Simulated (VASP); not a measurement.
Crystal: Zn.

```xyz
1
Lattice="0.0000 1.9648 1.9648 1.9648 0.0000 1.9648 1.9648 1.9648 0.0000" Properties=species:S:1:pos:R:3 pbc="T T T"
Zn    0.0000    0.0000    0.0000
```

This isn't the form of Zn at room conditions, which is hcp.

Base run:

| Quantity | Value |
| --- | --- |
| Program | VASP 6.6.1 |
| Functional | SCAN |
| Potentials or basis | VASP PAW PBE potentials, release 64 (Zn) |
| Cutoff | 520 eV |
| k mesh | 12 × 12 × 12 |
| Occupations | fermi-dirac, width 0.05 eV |
| Spin | no spin polarisation |

Its results: pressure -6.6 GPa.

Question: The run is repeated on the same cell with these changes: functional from SCAN to TPSS. What comes out?

Answer: Pressure -4.7 GPa.

Caveats: the PAW data sets were made with another functional, which shifts forces and pressure a little.
